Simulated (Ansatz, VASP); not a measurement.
Given: the input of a run of Ansatz 0.2.0 on SiMo3.

Contents of input.yaml:

```yaml
crystal:
  lattice:
    - [4.8561869308, 0.0, 0.0]
    - [0.0, 4.8561869308, 0.0]
    - [0.0, 0.0, 4.8561869308]
  atoms:
    - { symbol: Mo, position: [0.0, 0.5, 0.25] }
    - { symbol: Mo, position: [0.0, 0.5, 0.75] }
    - { symbol: Mo, position: [0.5, 0.25, 0.0] }
    - { symbol: Mo, position: [0.75, 0.0, 0.5] }
    - { symbol: Mo, position: [0.5, 0.75, 0.0] }
    - { symbol: Mo, position: [0.25, 0.0, 0.5] }
    - { symbol: Si, position: [0.5, 0.5, 0.5] }
    - { symbol: Si, position: [0.0, 0.0, 0.0] }
hamiltonian:
  xc: pbesol
  pseudopotentials: { kind: paw }
kpoints:
  mp_grid: { grid: [6, 6, 6] }
scf:
  occupations: { method: fermi_dirac, width: 0.05 }
output:
  forces: true
  stress: true
  eigenvalues: true
```

Potentials or basis: Ansatz PAW.

The run is started by

```console
$ ansatz run input.yaml --threads 4 --pin off --max-ram 11264MiB --backend cpu --events-out ev --progress --plain --runs-dir out
```

Question: Translate it to VASP 6.6.1. Potentials there: VASP PAW PBE potentials, release 64 (Mo_sv, Si).

Answer: As run (the cutoff follows the program's own potentials):

File INCAR:

```
SYSTEM = SiMo3
  PREC = Accurate
  ENCUT = 520
  EDIFF = 1E-7
  ISMEAR = -1
  SIGMA = 0.05
  LREAL = .False.
  LASPH = .True.
  NELM = 60
  ALGO = Normal
  ISIF = 2
  LWAVE = .False.
  LCHARG = .False.
  GGA = PS
  NBANDS = 56
  KPAR = 2
```

Contents of KPOINTS:

```
regular mesh
0
Gamma
  6 6 6
  0 0 0
```

POSCAR

```
SiMo3
1.0
    4.8561869308      0.0000000000      0.0000000000
    0.0000000000      4.8561869308      0.0000000000
    0.0000000000      0.0000000000      4.8561869308
Mo Si
6 2
Direct
    0.0000000000      0.5000000000      0.2500000000
    0.0000000000      0.5000000000      0.7500000000
    0.5000000000      0.2500000000      0.0000000000
    0.7500000000      0.0000000000      0.5000000000
    0.5000000000      0.7500000000      0.0000000000
    0.2500000000      0.0000000000      0.5000000000
    0.5000000000      0.5000000000      0.5000000000
    0.0000000000      0.0000000000      0.0000000000
```

Potentials or basis: VASP PAW PBE potentials, release 64 (Mo_sv, Si).

Command:

```bash
$ cat potpaw_PBE.64/Mo_sv/POTCAR potpaw_PBE.64/Si/POTCAR > POTCAR
$ mpirun -np 2 vasp_std > vasp.out
```

Both were run:

|  | VASP | Ansatz | Ansatz less VASP |
| --- | --- | --- | --- |
| gap on the k mesh at the Fermi level (eV) | none | none | - |
| pressure (GPa) | 1.5 | 0.9 | -0.61 |

A gap of «none» marks a metal or a gap that the smearing closes.

Caveats: the PAW data sets were made with another functional, which shifts forces and pressure a little (VASP); the PAW data sets come from PBE, with cores solved anew for the run's functional, which leaves a small shift of forces and pressure (Ansatz).
